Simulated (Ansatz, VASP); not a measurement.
# Two plane-wave programs on GaN

Contents of INCAR:

```
SYSTEM = GaN
ALGO = Normal
EDIFF = 1E-6
ENCUT = 520
GGA = PS
ISIF = 2
ISMEAR = -1
LASPH = .TRUE.
LCHARG = .FALSE.
LREAL = .FALSE.
LWAVE = .FALSE.
NBANDS = 26
NELM = 100
PREC = Accurate
SIGMA = 0.05
```

The input KPOINTS:

```
k-points
0
G
  6 6 3
  0 0 0
```

File POSCAR:

```
GaN
1.0
    3.1800000000      0.0000000000      0.0000000000
   -1.5900000000      2.7539607840      0.0000000000
    0.0000000000      0.0000000000      5.1660000000
Ga N
2 2
Direct
    0.6666666667      0.3333333333      0.5000000000
    0.3333333333      0.6666666667      0.0000000000
    0.6666666667      0.3333333333      0.8750000000
    0.3333333333      0.6666666667      0.3750000000
```

File input.yaml:

```yaml
crystal:
  lattice:
    - [3.18, 0.0, 0.0]
    - [-1.59, 2.753960784, 0.0]
    - [0.0, 0.0, 5.166]
  atoms:
    - { symbol: Ga, position: [0.6666666667, 0.3333333333, 0.5] }
    - { symbol: Ga, position: [0.3333333333, 0.6666666667, 0.0] }
    - { symbol: "N", position: [0.6666666667, 0.3333333333, 0.875] }
    - { symbol: "N", position: [0.3333333333, 0.6666666667, 0.375] }
hamiltonian:
  xc: pbesol
  pseudopotentials: { kind: paw }
kpoints:
  mp_grid: { grid: [6, 6, 3] }
  band_path:
    path:
      - [[0.0, 0.0, 0.0], [0.5, 0.0, 0.0], [0.3333333333, 0.3333333333, 0.0], [0.0, 0.0, 0.0], [0.0, 0.0, 0.5], [0.5, 0.0, 0.5], [0.3333333333, 0.3333333333, 0.5], [0.0, 0.0, 0.5]]
      - [[0.5, 0.0, 0.5], [0.5, 0.0, 0.0]]
      - [[0.3333333333, 0.3333333333, 0.0], [0.3333333333, 0.3333333333, 0.5]]
    npoints: 14
scf:
  occupations: { method: fermi_dirac, width: 0.05 }
  n_extra_bands: 10
output:
  forces: true
  stress: true
  eigenvalues: true
  fatbands: false
```

Alike in both runs: functional PBEsol; k mesh 6 × 6 × 3; occupations fermi-dirac, width 0.05 eV; no spin polarisation.

```csv
,VASP,Ansatz
version,VASP 6.6.1,Ansatz 0.2.0
potentials or method,"VASP PAW PBE potentials, release 64 (Ga_d, N)",Ansatz PAW
plane-wave cutoff (eV),520,420
valence electrons in the cell,36,36
task,single point,band structure
```

VASP gave:

- gap on the k mesh at the Fermi level (eV): 1.92
- least direct gap on the mesh (eV): 1.92
- pressure (GPa): 0.8
- largest component of the traceless stress (GPa): 1.38
- rms of the force components (eV/Å): 0.075

Question: Estimate Ansatz's values.

Answer: gap on the k mesh at the Fermi level (eV): 1.91; least direct gap on the mesh (eV): 1.91; pressure (GPa): 1.0; largest component of the traceless stress (GPa): 1.37; rms of the force components (eV/Å): 0.076.

Atom by atom the forces differ by 0.001 eV/Å (rms over components). With one functional, cell and mesh, what is left measures potentials, basis and numerics.

Caveats: the PAW data sets were made with another functional, which shifts forces and pressure a little (VASP); the pressure holds a Pulay correction of +0.5 GPa for the finite cutoff (Ansatz); the PAW data sets come from PBE, with cores solved anew for the run's functional, which leaves a small shift of forces and pressure (Ansatz). A hybrid or GW would open this gap; PBEsol tends to underestimate it.
